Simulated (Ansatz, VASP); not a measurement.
# Al4H6O9 (hydroxylated alpha-Al2O3(0001)) in two plane-wave programs, part 2 of 2

Wanted: the spread between two codes on one cell, functional and k mesh. The cell is taken from a series of runs on this material, whose earlier steps may have relaxed, scaled, displaced or heated it; both programs get it as it stands.

VASP 6.6.1 and Ansatz 0.2.0.

So far: The structure; VASP: single point, PBE with D3(BJ).

### Step 3. Ansatz: single point, PBE with D3(BJ)

Level of this step: Ansatz beside VASP: Kohn-Sham DFT, plane waves, PBE with D3(BJ) (Ansatz).

Ansatz runs on its default PAW (the set named soft_2) files.

The same cell, functional, mesh and smearing now go to Ansatz, which takes its cutoff from its data sets.

Contents of input.yaml:

```yaml
crystal:
  lattice:
    - [9.58, 0.0, 0.0]
    - [-4.79, 8.29652, 0.0]
    - [0.0, 0.0, 22.3]
  atoms:
    - { symbol: Al, position: [0.00466, 0.99967, 0.14506] }
    - { symbol: Al, position: [0.34142, 0.17341, 0.22808] }
    - { symbol: Al, position: [0.17243, 0.33447, 0.1296] }
    - { symbol: Al, position: [0.17153, 0.3337, 0.24452] }
    - { symbol: O, position: [0.16027, 0.99713, 0.08897] }
    - { symbol: O, position: [0.00684, 0.15992, 0.09075] }
    - { symbol: O, position: [0.34593, 0.35099, 0.08852] }
    - { symbol: O, position: [0.50041, 0.17582, 0.28312] }
    - { symbol: O, position: [0.33403, 0.32435, 0.28389] }
    - { symbol: O, position: [0.18257, 0.01221, 0.28228] }
    - { symbol: O, position: [0.01668, 0.3356, 0.18515] }
    - { symbol: O, position: [0.17307, 0.1801, 0.18612] }
    - { symbol: O, position: [0.32582, 0.49255, 0.18634] }
    - { symbol: Al, position: [0.0072, 0.50402, 0.14341] }
    - { symbol: Al, position: [0.33685, 0.66977, 0.22818] }
    - { symbol: Al, position: [0.18068, 0.84177, 0.1301] }
    - { symbol: Al, position: [0.17512, 0.83809, 0.24398] }
    - { symbol: O, position: [0.15963, 0.49363, 0.08782] }
    - { symbol: O, position: [0.02168, 0.67046, 0.08692] }
    - { symbol: O, position: [0.35142, 0.85359, 0.08948] }
    - { symbol: O, position: [0.49651, 0.67336, 0.28413] }
    - { symbol: O, position: [0.33308, 0.82308, 0.28425] }
    - { symbol: O, position: [0.17625, 0.50732, 0.2806] }
    - { symbol: O, position: [0.01821, 0.83633, 0.18705] }
    - { symbol: O, position: [0.17137, 0.68092, 0.18647] }
    - { symbol: O, position: [0.32971, 0.99444, 0.18653] }
    - { symbol: Al, position: [0.5093, 0.00478, 0.14351] }
    - { symbol: Al, position: [0.84098, 0.16902, 0.22908] }
    - { symbol: Al, position: [0.67219, 0.33892, 0.12895] }
    - { symbol: Al, position: [0.67573, 0.33266, 0.24257] }
    - { symbol: O, position: [0.66384, 0.00015, 0.08961] }
    - { symbol: O, position: [0.51036, 0.16528, 0.08959] }
    - { symbol: O, position: [0.8434, 0.354, 0.08652] }
    - { symbol: O, position: [0.99926, 0.17426, 0.2836] }
    - { symbol: O, position: [0.83522, 0.32202, 0.2827] }
    - { symbol: O, position: [0.68057, 0.00794, 0.28245] }
    - { symbol: O, position: [0.51969, 0.33875, 0.18608] }
    - { symbol: O, position: [0.67472, 0.18333, 0.18569] }
    - { symbol: O, position: [0.83011, 0.49539, 0.18457] }
    - { symbol: Al, position: [0.50269, 0.50417, 0.14446] }
    - { symbol: Al, position: [0.83915, 0.66943, 0.22757] }
    - { symbol: Al, position: [0.67546, 0.84003, 0.1284] }
    - { symbol: Al, position: [0.67017, 0.83541, 0.24271] }
    - { symbol: O, position: [0.65707, 0.49809, 0.08752] }
    - { symbol: O, position: [0.50793, 0.66727, 0.0914] }
    - { symbol: O, position: [0.84665, 0.84777, 0.08921] }
    - { symbol: O, position: [0.0012, 0.68214, 0.28563] }
    - { symbol: O, position: [0.82298, 0.81659, 0.28648] }
    - { symbol: O, position: [0.68979, 0.5042, 0.28556] }
    - { symbol: O, position: [0.51823, 0.83703, 0.18667] }
    - { symbol: O, position: [0.67008, 0.67814, 0.18713] }
    - { symbol: O, position: [0.82889, 0.98926, 0.18747] }
    - { symbol: H, position: [0.10072, 0.95211, 0.05214] }
    - { symbol: H, position: [0.02722, 0.13622, 0.05062] }
    - { symbol: H, position: [0.34563, 0.24834, 0.08789] }
    - { symbol: H, position: [0.48672, 0.22292, 0.31949] }
    - { symbol: H, position: [0.43091, 0.43083, 0.28571] }
    - { symbol: H, position: [0.22751, 0.03629, 0.32219] }
    - { symbol: H, position: [0.11226, 0.45217, 0.0489] }
    - { symbol: H, position: [0.07383, 0.66516, 0.05041] }
    - { symbol: H, position: [0.35782, 0.75476, 0.0872] }
    - { symbol: H, position: [0.47316, 0.71488, 0.32004] }
    - { symbol: H, position: [0.43518, 0.92587, 0.28517] }
    - { symbol: H, position: [0.19895, 0.52715, 0.32282] }
    - { symbol: H, position: [0.76923, 0.09854, 0.08726] }
    - { symbol: H, position: [0.52907, 0.13152, 0.05089] }
    - { symbol: H, position: [0.85345, 0.41008, 0.04919] }
    - { symbol: H, position: [0.00742, 0.07665, 0.28542] }
    - { symbol: H, position: [0.94118, 0.42008, 0.28396] }
    - { symbol: H, position: [0.73752, 0.04146, 0.32026] }
    - { symbol: H, position: [0.59222, 0.45573, 0.05152] }
    - { symbol: H, position: [0.51641, 0.64793, 0.04939] }
    - { symbol: H, position: [0.84097, 0.74282, 0.0878] }
    - { symbol: H, position: [0.98926, 0.74121, 0.31864] }
    - { symbol: H, position: [0.75832, 0.74072, 0.31756] }
    - { symbol: H, position: [0.75941, 0.51138, 0.31848] }
kpoints:
  mp_grid: { grid: [1, 1, 1] }
hamiltonian:
  xc: pbe
  dispersion: d3bj
scf:
  occupations: { method: fermi_dirac, width: 0.025 }
output:
  forces: true
  populations: true
  dos:
    method: { smearing: { sigma: 0.08 } }
    de: 0.1
    projected:
      site_lists:
        Al: [Al]
        H: [H]
        O: [O]
        slab: [0, 1, 2, 3, 4, 5, 6, 7, 8, 9, 10, 11, 12, 13, 14, 15, 16, 17, 18, 19, 20, 21, 22, 23, 24, 25, 26, 27, 28, 29, 30, 31, 32, 33, 34, 35, 36, 37, 38, 39, 40, 41, 42, 43, 44, 45, 46, 47, 48, 49, 50, 51, 52, 53, 54, 55, 56, 57, 58, 59, 60, 61, 62, 63, 64, 65, 66, 67, 68, 69, 70, 71, 72, 73, 74, 75]
  eigenvalues: true
  write_density: true
  write_potential: true
  volumetric_format: npy
```

Command:

```console
> ansatz run input.yaml --threads 4 --pin off --max-ram 8192MiB --backend cpu --events-out ev --progress --plain --runs-dir out
```

Numbers of over 12 decimals in the logs are rounded to 6 here.

Log:

```text
Engine: ansatz 0.2.0, aarch64-unknown-linux-gnu
Pseudopotentials: kind: paw
Pseudopotential: Al, paw, valence charge 3, recommended cutoff 420 eV (normal), Al.paw.azcp
Pseudopotential: O, paw, valence charge 6, recommended cutoff 420 eV (normal), O.paw.azcp
Pseudopotential: H, paw, valence charge 1, recommended cutoff 420 eV (normal), H.paw.azcp
Functional definition: PBE
  parameter kappa = 0.804
  parameter beta = 0.066725
  exchange = pbe_x(kappa = kappa, mu = beta*pi^2/3)
  correlation = pbe_c(beta = beta)
Crystal: 76 atoms, lattice volume = 1772.419 Å³
Basis set: ecut = 420 eV, 34605 PW (Γ), exchange–correlation on 144×144×300 points (8 copies of the dense FFT grid, shifted against one another)
Bands: 220, of which v1, the nominal top of the filled ones, is band 144 counted from 1 (143 counted from 0)
Symmetry: 1 space group operations
Space group: P1 (ITA 1), of the structure as read, at distance tolerance 1.2e-4 Å
k-points: 1
Non-local potential: Al, projectors of the file, l = 0: 2, l = 1: 2, l = 2: 1
Non-local potential: O, projectors of the file, l = 0: 2, l = 1: 2, l = 2: 1
Non-local potential: H, projectors of the file, l = 0: 2, l = 1: 1
PAW form: soft (Blöchl's): semilocal exchange-correlation on the pseudo side does not see the compensation charge
PAW one-centre angular grid: Al, 110 points (default); XC on 64 Gauss nodes
PAW one-centre angular grid: O, 110 points (default); XC on 64 Gauss nodes
PAW one-centre angular grid: H, 110 points (default); XC on 64 Gauss nodes
Initial density: superposition of atomic densities (neutral atoms: chi_scale 0, normalization atom), corrected by the library's trained network
Initial wavefunctions: pseudopotential atomic-orbital guess
Functional: x = pbe(κ = 0.804, μ = 0.219515), c = pbe(β = 0.066725)
SCF iter   1: F=—  HF=-29478.706126 eV  |F-HF|=—  |Δ(HF+E_count)|=         —  Δρ=1.73e-3  dr2=7.13e-2  ethr=1.77e-3  ⟨swp⟩=7.0  Hψ=1101  notcnv=0  defer=51
preconditioner: auto → Resta (q_TF=auto, 2.015 Å⁻¹)  ε∞=1.9  [insulator: Δε(μ)=4.276 eV  Ē_g=15.500 eV  σ=0.025 eV  W_gap=1.00  n_scr=224 (ndim 8)  ℏωp=15.0 eV  f_vac=0.656  D(μ)=0.00/eV (n_scr^D=0)  ε∞_Penn≈1.9  vacuum switching on, ρ_ref=1.7e-2 e/Å³]
SCF iter   2: F=—  HF=-29478.689381 eV  |F-HF|=—  |Δ(HF+E_count)|=   1.67e-2  Δρ=8.60e-4  dr2=8.00e-3  ethr=2.48e-5  ⟨swp⟩=3.0  Hψ=367  notcnv=0  defer=68
SCF iter   3: F=—  HF=-29478.691355 eV  |F-HF|=—  |Δ(HF+E_count)|=   1.97e-3  Δρ=3.66e-4  dr2=1.71e-3  ethr=2.78e-6  ⟨swp⟩=3.0  Hψ=299  notcnv=0  defer=68
SCF iter   4: F=—  HF=-29478.691732 eV  |F-HF|=—  |Δ(HF+E_count)|=   3.77e-4  Δρ=1.26e-4  dr2=1.75e-4  ethr=5.95e-7  ⟨swp⟩=5.0  Hψ=301  notcnv=0  defer=68
SCF iter   5: F=—  HF=-29478.691852 eV  |F-HF|=—  |Δ(HF+E_count)|=   1.20e-4  Δρ=2.80e-5  dr2=9.52e-6  ethr=6.08e-8  ⟨swp⟩=4.0  Hψ=551  notcnv=0  defer=69
SCF iter   6: F=—  HF=-29478.691672 eV  |F-HF|=—  |Δ(HF+E_count)|=   1.80e-4  Δρ=1.36e-5  dr2=2.09e-6  ethr=3.31e-9  ⟨swp⟩=2.0  Hψ=295  notcnv=0  defer=69
SCF iter   7: F=—  HF=-29478.691672 eV  |F-HF|=—  |Δ(HF+E_count)|=   7.28e-7  Δρ=3.73e-6  dr2=1.28e-7  ethr=7.24e-10  ⟨swp⟩=2.0  Hψ=269  notcnv=0  defer=69
SCF iter   8: F=-29478.691673 eV  HF=-29478.691673 eV  |F-HF|=2.13e-9  |Δ(HF+E_count)|=   7.72e-7  Δρ=1.09e-6  dr2=1.47e-8  ethr=3.47e-11  ⟨swp⟩=36.0  Hψ=2309  notcnv=0
SCF 1 converged in 8 iterations: F = -29478.691673 eV  dr2 = 1.47e-8
  greatest PAW one-centre occupation: 0.866 electrons in one spin orbital (limit 2), on the O atom at site 47 (counted from 0), in its partial waves of l = 0
[...]
Harris-Foulkes:  -29478.691673 eV  (|F-HF|=2.13e-9)
Internal energy: -29478.691673 eV  (E = F + TS)
E sigma→0 (E₀):  -29478.691673 eV
Fermi energy:    -0.111703 eV
--- Per-component energies (eV) ---
  E_band       = -2582.689174
  E_kinetic    = 7180.623222
  E_local      = -193372.045422  (includes V_loc(G=0)·N_el)
  E_nonlocal   = 1920.106741
  E_hartree    = 93632.366234
  E_xc         = -3548.082477
  E_vxc        = -4185.982145  (∫ρ·V_xc dr)
  E_paw        = -13207.260057  (= ΣΔE_a)
  E_vpaw       = -1390.191168  (= ΣTr[D̂ρ^β])
  E_aug_tail   = 0.061758  (compensation charges beyond the density's cutoff)
  E_ewald      = 77923.977776
  E_disp       = -8.439450  (pairwise vdW)
  E_smearing   = -0.000000  (= −TS)
  E_closure    = 0.000000  (closes the sum)
  Σ components = -29478.691673   (vs F -29478.691673, Δ=0.00e0)
--- Forces (eV/Å), atoms counted from 1 ---
  atom   1  Al     0.06471373     0.07975137    -0.12555668
  atom   2  Al     0.00910828    -0.02031212    -0.03345496
  atom   3  Al    -0.01148236    -0.02215775    -0.08861016
  atom   4  Al     0.02613489     0.02239333    -0.00120120
  atom   5  O      0.07995850     0.05237638     0.03831430
  atom   6  O     -0.02039326     0.06016314    -0.05696281
  atom   7  O     -0.01891889    -0.07907334     0.00153561
  atom   8  O     -0.00508264    -0.02362736     0.00542613
  atom   9  O     -0.01419571     0.00132555     0.01412355
  atom  10  O     -0.00986072    -0.02398053    -0.00416825
  atom  11  O     -0.02176529     0.00624240     0.00137814
  atom  12  O      0.01051767    -0.02482944     0.00694077
  atom  13  O      0.01173393    -0.00759183    -0.00571785
  atom  14  Al    -0.00467990    -0.02138613    -0.04867257
  atom  15  Al     0.00798669     0.00297632    -0.03347161
  atom  16  Al    -0.01990304    -0.07259892    -0.22218761
  atom  17  Al    -0.00015810    -0.03684627     0.00879556
  atom  18  O      0.01405978     0.08682927    -0.02682486
  atom  19  O     -0.06149418    -0.02781525     0.00291537
  atom  20  O     -0.03627350    -0.05524055     0.00365741
  atom  21  O      0.02684465    -0.02277316     0.00522046
  atom  22  O      0.01255044    -0.00332118     0.02603487
  atom  23  O     -0.04611119    -0.01021065    -0.01379511
  atom  24  O      0.00456130    -0.02039807     0.00396996
[...]
atom  69  H     -0.01857211    -0.01327177     0.00738582
  atom  70  H      0.01931344     0.00444906     0.02195540
  atom  71  H      0.01516593     0.00470275     0.15704782
  atom  72  H      0.04065238     0.02965089     0.14380569
  atom  73  H     -0.06845057     0.05258735    -0.01841681
  atom  74  H      0.00043836     0.01613069     0.01596370
  atom  75  H     -0.02073132     0.00006536     0.01943440
  atom  76  H     -0.00533623     0.00563308     0.01640813
  max |Σ_I F_I| component: 1.28e-4 eV/Å
--- Band table (eV) ---
  k-point 0: bands = [... 140 lower, -2.4874, -2.4465, -2.3521, -2.2805, 2.0557, 2.3777, 3.3772, 3.6496, ... 72 higher]
--- Löwdin populations: 76 sites ---
  site symbol       q [e]
     0     Al      1.7145
     1     Al      1.7151
     2     Al      1.7085
     3     Al      1.7011
     4      O      6.7326
     5      O      6.7260
     6      O      6.7549
     7      O      6.7329
     8      O      6.7538
     9      O      6.7279
    10      O      6.8106
    11      O      6.8097
    12      O      6.8113
    13     Al      1.7092
    14     Al      1.7119
    15     Al      1.7087
    16     Al      1.7026
    17      O      6.7313
    18      O      6.7356
    19      O      6.7513
    20      O      6.7354
    21      O      6.7549
    22      O      6.7245
    23      O      6.8124
[...]
68      H      0.6096
    69      H      0.5970
    70      H      0.6144
    71      H      0.6010
    72      H      0.6072
    73      H      0.6170
    74      H      0.6176
    75      H      0.6161
  spilling = 0.008889 (of n_electrons = 288.000000)
```

Reading the cycles: dr2 is the Hartree energy of the density residual (eV), the measure of convergence; HF is the Harris–Foulkes estimate of the energy, which meets the free energy F at convergence.

### Step 4. Side by side

Known differences besides the potentials themselves: the cutoff is 420 eV in Ansatz and 520 eV in VASP (PREC = Accurate, projectors in real space). Total energies have different zeros and are not compared.

The two programs side by side:

| quantity | Ansatz | VASP | difference |
| --- | --- | --- | --- |
| gap on the k mesh (eV) | 4.336 | 4.321 | +0.015 |

Forces on 10 of the 76 atoms, those with the largest forces and the largest differences (eV/Å; atoms numbered as in POSCAR):

| atom | Ansatz x, y, z | VASP x, y, z |
| --- | --- | --- |
| Al1 | 0.065, 0.080, -0.126 | 0.056, 0.093, -0.116 |
| Al7 | -0.020, -0.073, -0.222 | -0.021, -0.052, -0.210 |
| Al15 | 0.072, -0.057, -0.176 | 0.053, -0.061, -0.185 |
| O17 | 0.080, 0.052, 0.038 | 0.105, 0.076, 0.136 |
| O36 | -0.044, 0.083, -0.010 | -0.048, 0.130, 0.082 |
| H59 | -0.014, -0.045, 0.153 | -0.040, -0.074, 0.033 |
| H67 | -0.042, 0.018, 0.194 | -0.054, 0.067, 0.079 |
| H74 | 0.000, 0.016, 0.016 | -0.048, 0.070, 0.126 |
| H75 | -0.021, 0.000, 0.019 | -0.047, -0.076, 0.124 |
| H76 | -0.005, 0.006, 0.016 | 0.067, 0.016, 0.125 |

The forces differ by 50 meV/Å r.m.s., which is 84.6 % of the r.m.s. force of 0.059 eV/Å (both taken over all components). A gap on the mesh is an upper bound, since the band edges may lie between its points. Where the cell holds vacuum, a pressure given here is an average over it and none of the material.

### Step 5. Outcome

| Item | Value |
| --- | --- |
| r.m.s. force difference (single point, PBE with D3(BJ)) | 50 meV/Å |

In words: The r.m.s. force difference is 50 meV/Å (single point, PBE with D3(BJ)), beyond the 12 meV/Å picked in this series as the mark of a large difference. What causes the difference of the single point, PBE with D3(BJ) pair stays open here. Such differences can come from data sets, numerical settings and the points named under the comparisons, not from the functional's error against experiment.

[Lines on the potential files, build, host, timing and source positions are cut from VASP's logs without a mark.]

[Logs are printed without paths, hosts, clocks, repeated set-up lines and the standing remarks that a program may print on its own settings, such as how far it seeks lower states.]

[Hosts, paths, dates, database ids (printed as entryN), source tags and the programs' standing remarks are cut or masked in the printed files.]
